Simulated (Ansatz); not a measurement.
**CuO (Tenorite) under changes of volume**

One of the cells (10.163 Å³/atom); the others are scaled copies at fixed shape and fractional positions:

```xyz
4
Lattice="2.3447 -1.7134 0.0000 2.3447 1.7134 0.0000 -0.8606 0.0000 5.0594" Properties=species:S:1:pos:R:3 pbc="T T T"
Cu    0.7420   -0.8457    2.5297
Cu    1.1723    0.8457    0.0000
O     1.6421    0.2841    3.8133
O     2.0724   -0.2841    1.2836
```

| Property | Result |
| --- | --- |
| Program | Ansatz 0.2.0 |
| Functional | PBEsol |
| Potentials or basis | Ansatz PAW |
| Cutoff | 420 eV (not typed: the program's choice for these potentials) |
| k mesh | 10 × 10 × 5 |
| Occupations | fermi-dirac, width 0.05 eV |
| Spin | no spin polarisation |

```csv
volume (Å³/atom),energy over the lowest point (meV/atom),pressure (GPa),largest force (eV/Å)
9.553,?,?,?
9.756,3.70,5.1,0.842
9.959,0.00,0.9,0.776
10.163,1.19,-2.7,0.757
10.366,6.77,-6.0,0.749
10.569,16.25,-8.9,0.748
10.772,29.19,-11.5,0.751
```

Task: What does the run at 9.553 Å³/atom give?

Result: Energy over the lowest point 12.96 meV/atom; pressure 9.7 GPa; largest force 0.913 eV/Å.

Worked out: A Birch-Murnaghan fit of order 3 (a polynomial in V^(-2/3)) to the other rows has its minimum at 10.01 Å³/atom with B0 = V·E''(V) = 185 GPa and B' = 4.6 at fixed shape and positions, which overstates the stiffness. It gives 12.90 meV/atom at 9.553 Å³/atom, against the run's 12.96, and -dE/dV = 9.6 GPa, against 9.7.

Energies are extrapolated to zero smearing.

Caveats: the run has no spin polarisation, though such a crystal can be magnetic; the PAW data sets come from PBE, with cores solved anew for the run's functional, which leaves a small shift of forces and pressure.
